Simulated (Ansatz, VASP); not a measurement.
**One calculation of Ni3Ge, two programs**

```
CELL_PARAMETERS angstrom
3.53033 0.00000 0.00000
0.00000 3.53033 0.00000
0.00000 0.00000 3.53033
ATOMIC_POSITIONS crystal
Ni 0.50000 0.00000 0.50000
Ni 0.00000 0.50000 0.50000
Ni 0.50000 0.50000 0.00000
Ge 0.00000 0.00000 0.00000
```

Alike in both runs: task single point; functional PBEsol; k mesh 4 × 4 × 4; occupations gaussian, width 0.1 eV; no spin polarisation.

|  | VASP | Ansatz |
| --- | --- | --- |
| version | VASP 6.6.1 | Ansatz 0.2.0 |
| potentials or method | VASP PAW PBE potentials, release 64 (Ni, Ge_d) | scalar-relativistic, plane waves, PAW |
| plane-wave cutoff (eV) | 520 | 420 |
| valence electrons in the cell | 44 | 68 |

Ansatz gave:

| Property | Result |
| --- | --- |
| gap on the k mesh at the Fermi level (eV) | none |
| pressure (GPa) | -0.9 |

Question: Which values does VASP return?

Answer: gap on the k mesh at the Fermi level (eV): none; pressure (GPa): -0.6.

A gap of «none» marks a metal or a gap that the smearing closes. The functional is the same, so the differences come from potentials, cutoffs and numerics. The two sets of potentials don't hold the same shells in valence.

Caveats: the k mesh is coarse (spacing up to 0.44 Å⁻¹), so the values aren't converged; the PAW data sets were made with another functional, which shifts forces and pressure a little (VASP). Spin polarisation is off, so any magnetic state and its effect on volume and gap are missing.
